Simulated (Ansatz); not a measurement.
**Si₃N₄ — 14N nuclear quadrupole resonance**

Cell: a COD entry, ions relaxed with PBE at fixed cell.

```cif
data_Si3N4
_symmetry_space_group_name_H-M 'I-43d'
_symmetry_Int_Tables_number 220
_cell_length_a 6.4747
_cell_length_b 6.4747
_cell_length_c 6.4747
_cell_angle_alpha 90.000
_cell_angle_beta 90.000
_cell_angle_gamma 90.000
loop_
_atom_site_label
_atom_site_type_symbol
_atom_site_symmetry_multiplicity
_atom_site_Wyckoff_symbol
_atom_site_fract_x
_atom_site_fract_y
_atom_site_fract_z
Si Si 12 b 0.3750 0.5000 0.7500
N N 16 c 0.2814 0.2814 0.2814
```

One atom of each set is listed; the run and its k-mesh use a cell of 14 atoms with edges of 5.61, 5.61, 5.61 Å.

Method: Kohn–Sham DFT in Ansatz, LDA, plane waves and PAW, scalar-relativistic, 420 eV cutoff, Γ-centred 6×6×6 k-points, Fermi–Dirac smearing 0.02 eV.

14N: I = 1, Q = 20.44 mb (year-2017 value). Static lattice, zero field.

(1) The simulated lines lie at 2.07 MHz. What are |C_Q|, η and |V_zz| at N?

Answers

(1) For I = 1 the lines are ν± = (3/4)|C_Q|(1 ± η/3) and ν₀ = |C_Q|η/2. Here |C_Q| = 2.77 MHz, η = 0.00 and |V_zz| = 5.59 × 10²¹ V/m². The calculation gives V_zz negative; the lines don't show the sign. The site has 3 Si at 1.75 Å.

An axis of threefold or higher order runs through N, so V_zz lies along it and η is zero.

At this cell the LDA pressure is -8 GPa, so with LDA the cell would shrink if it were relaxed.

The run took 3.8 s of wall time (13 s of CPU time) and 0.44 GiB at its peak, on 4 threads of Arm Neoverse V1 (aarch64; 8 cores open to the job, memory cap 8.0 GiB, no GPU), a shared host with a load of 0.7 a core.
